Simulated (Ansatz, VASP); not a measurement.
## Pd in VASP and in Ansatz

The input INCAR:

```
SYSTEM = Pd
ALGO = Normal
EDIFF = 1E-6
EDIFFG = -0.04
ENCUT = 600
GGA = PE
IBRION = 2
ISIF = 3
ISMEAR = 0
LASPH = .TRUE.
LCHARG = .FALSE.
LREAL = .FALSE.
LWAVE = .FALSE.
NELM = 100
NSW = 90
PREC = Accurate
SIGMA = 0.1
```

The input KPOINTS:

```
k-points
0
G
  4 4 6
  0 0 0
```

POSCAR

```
Pd
1.0
    3.8372670304      0.0000000000      0.0000000000
    0.0000000000      6.3615083871      0.0000000000
    0.0000000000      0.0000000000      2.8611839450
Pd
4
Direct
    0.0205000000      0.2500000000      0.6348000000
    0.9795000000      0.7500000000      0.3652000000
    0.4795000000      0.7500000000      0.1348000000
    0.5205000000      0.2500000000      0.8652000000
```

Input for Ansatz:

```yaml
crystal:
  lattice:
    - [3.8372670304, 0.0, 0.0]
    - [0.0, 6.3615083871, 0.0]
    - [0.0, 0.0, 2.861183945]
  atoms:
    - { symbol: Pd, position: [0.0205, 0.25, 0.6348] }
    - { symbol: Pd, position: [0.9795, 0.75, 0.3652] }
    - { symbol: Pd, position: [0.4795, 0.75, 0.1348] }
    - { symbol: Pd, position: [0.5205, 0.25, 0.8652] }
basis:
  ecutwfc: 420
kpoints:
  mp_grid: { grid: [4, 4, 6] }
hamiltonian:
  xc: pbe
scf:
  occupations: { method: gaussian, width: 0.1 }
  lower_state_search: "off"
output:
  forces: true
  stress: true
  eigenvalues: true
relax:
  adjacent_minimum: "off"
  f_tol: 0.04
  max_steps: 70
  cell: { stress_tol: 0.4 }
```

Alike in both runs: task relaxation of cell and atoms; functional PBE; k mesh 4 × 4 × 6; occupations gaussian, width 0.1 eV; no spin polarisation.

|  | VASP | Ansatz |
| --- | --- | --- |
| version | VASP 6.6.1 | Ansatz 0.2.0 |
| potentials or method | VASP PAW PBE potentials, release 64 (Pd) | scalar-relativistic, plane waves, PAW |
| plane-wave cutoff (eV) | 600 | 420 |
| valence electrons in the cell | 40 | 72 |

|  | VASP | Ansatz | Ansatz less VASP |
| --- | --- | --- | --- |
| gap on the k mesh at the Fermi level, each at its own relaxed structure (eV) | none | none | - |
| relaxed volume (Å³/atom) | 15.35 | 15.43 | +0.079 |
| relaxed cell length with the largest relative difference (Å) | 2.748 | 2.872 | +0.1245 |
| energy change over the relaxation (meV/atom) | -2553 | -2708 | -155.0 |

A gap of «none» marks a metal or a gap that the smearing closes. The two sets of potentials don't hold the same shells in valence.

Caveats: the k mesh is coarse (spacing up to 0.41 Å⁻¹), so the values aren't converged.
